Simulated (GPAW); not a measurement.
Runs of GPAW 26.7.0 on HfO2. All rows change the cell; the cell of one of them follows. The typed cell holds 6 atoms: a = 3.617 Å, b = 3.617 Å, c = 5.192 Å, α = 90.00°, β = 90.00°, γ = 90.00°. 

```tsv
task	level	potentials or basis	U	smearing	response ecut	maxiter	response k mesh	response bands	kernels	mesh quality	gap on the mesh (eV)	pressure (GPa)	largest force (eV/Å)
dielectric tensor	PBE	GPAW PAW data sets (gpaw-data 1.2.1), pw	-	fermi-dirac 0.001 eV	80 eV	150	4 × 4 × 3	72	["RPA"]	coarse	2.35	-	-
single point	LDA	the program's PAW data sets (release 1.2.1) made for this functional, pw	-	fermi-dirac 0.05 eV	-	120	-	-	-	not flagged	(a)	-17.6	4.20
single point	PBE	GPAW PAW data sets (gpaw-data 1.2.1), pw	-	fermi-dirac 0.05 eV	-	120	-	-	-	not flagged	(c)	(b)	4.37
dielectric tensor	LDA+U	the program's PAW data sets (release 1.2.1) made for this functional, pw	Hf d U = 8.0 eV	fermi-dirac 0.001 eV	80 eV	150	4 × 4 × 3	72	["RPA"]	coarse	3.80	-	-
```

Alike in all rows: no spin polarisation; cell a zone-boundary wave of random shape, sigma 0.15 Å; k mesh 5 × 5 × 4; cutoff (eV) 650.

**Question.** Estimate the missing entries.

**Answer.** (a) 2.20; (b) -2.9; (c) 2.38.

Caveats: some runs use coarse meshes; spin-orbit coupling is left out, which moves the levels of the heavy elements; an odd mesh through Γ misses points on the zone boundary, where band edges often lie; the long-wavelength limit can be off by several per cent where d states take part (some runs); the cutoff is short for stress and forces, so pressures can be off by a GPa or more (some runs); so large a pressure means that the cell lies far from this level's equilibrium, or that cutoff or potentials fall short (some runs); response on these states lacks terms of the Hamiltonian (some runs).

A k mesh can miss the band edges, and the runs leave out spin-orbit coupling on Hf.
